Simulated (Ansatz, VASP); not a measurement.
## Cu: VASP beside Ansatz

The input INCAR:

```
PREC = Accurate ; ENCUT = 520
EDIFF = 1E-7 ; ISMEAR = -1
SIGMA = 0.1 ; LREAL = False
LASPH = True ; NELM = 100
ALGO = Normal ; ISIF = 2
LWAVE = False ; LCHARG = True
GGA = PS ; LELF = True
LVHAR = True ; NBANDS = 18
```

KPOINTS

```
Automatic mesh
0
Gamma
  14 14 14
```

File POSCAR:

```
Cu
1.0
    0.0000000000      2.5068046946      2.5068046946
    2.5068046946      0.0000000000      2.5068046946
    2.5068046946      2.5068046946      0.0000000000
Cu
2
Direct
   -0.1250000000     -0.1250000000     -0.1250000000
    0.1250000000      0.1250000000      0.1250000000
```

Input for Ansatz:

```yaml
crystal:
  lattice:
    - [0.0, 2.5068046946, 2.5068046946]
    - [2.5068046946, 0.0, 2.5068046946]
    - [2.5068046946, 2.5068046946, 0.0]
  atoms:
    - { symbol: Cu, position: [-0.125, -0.125, -0.125] }
    - { symbol: Cu, position: [0.125, 0.125, 0.125] }
kpoints:
  mp_grid: { grid: [14, 14, 14] }
scf:
  occupations: { method: fermi_dirac, width: 0.1 }
hamiltonian:
  xc: pbesol
  pseudopotentials: { kind: all_electron, lapw: { basis_error: 0.001 } }
output:
  forces: true
  stress: true
  eigenvalues: true
  populations: true
```

Change from the starting cell: volume scaled by 0.88, LAPW.

Alike in both runs: task single point; functional PBEsol; k mesh 14 × 14 × 14; occupations fermi-dirac, width 0.1 eV; no spin polarisation.

|  | VASP | Ansatz |
| --- | --- | --- |
| version | VASP 6.6.1 | Ansatz 0.2.0 |
| potentials or method | VASP PAW PBE potentials, release 64 (Cu) | all-electron LAPW, scalar-relativistic |
| plane-wave cutoff (eV) | 520 | see its input |

```csv
,VASP,Ansatz,Ansatz less VASP
pressure (GPa),12.3,12.0,-0.31
```

Ansatz ran all-electron here, so the differences hold the error of VASP's frozen core and of both bases.

Caveats: the PAW data sets were made with another functional, which shifts forces and pressure a little (VASP).
